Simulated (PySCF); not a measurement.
Bonds (- single, = double, # triple, : aromatic): C1=C2 1.329 Å, C2-C3 1.494 Å, C2-C4 1.488 Å, C4=O5 1.207 Å, C4-O6 1.342 Å, O6-C7 1.419 Å. C1 carries H8, H9; C3 carries H10, H11, H12; C7 carries H13, H14, H15. H8 is cis to C3; H9 is trans to C3.

[PySCF 2.14: coordinates at the GFN2-xTB level; σ from GIAO-PBE0/pcSseg-1; J couplings at B3LYP/pcJ-1 (without the spin–dipole term); one averaged value for each set of equivalent atoms; non-relativistic; isolated molecule; single conformer]

Scale: TMS for ¹H (reference shieldings calculated alike).

The spectrum was simulated from the full spin Hamiltonian at 300 MHz with 1.2 Hz Lorentzian lines, from shifts rounded to 0.01 ppm and J to 0.1 Hz, couplings under 1 Hz left out.

(1) List the maxima of its ¹H spectrum with integrals.

(2) Summarise it as multiplets with assignments.

## Answers

(1) 
```tsv
region	integral (H)	ppm	Hz	height
1	1	6.778	2033.5	6
1		6.773	2031.9	14
1		6.767	2030.2	14
1		6.762	2028.6	6
2	1	5.950	1785.1	5
2		5.944	1783.1	14
2		5.937	1781.0	14
2		5.930	1778.9	5
3	3	4.180	1254.0	100
4	3	2.046	613.9	30
4		2.040	612.0	50
4		2.034	610.1	30
```

(2) ¹H NMR (300 MHz, computed): δ 6.77 (q, J = 1.7 Hz, 1H, H9), 5.94 (q, J = 2.1 Hz, 1H, H8), 4.18 (s, 3H, H13/H14/H15), 2.04 (t, J = 1.9 Hz, 3H, H10/H11/H12). These are first-order names; overlap and second-order distortion can hide them in the list.

Splittings below 1 Hz are ignored in the labels, and close J values are merged.
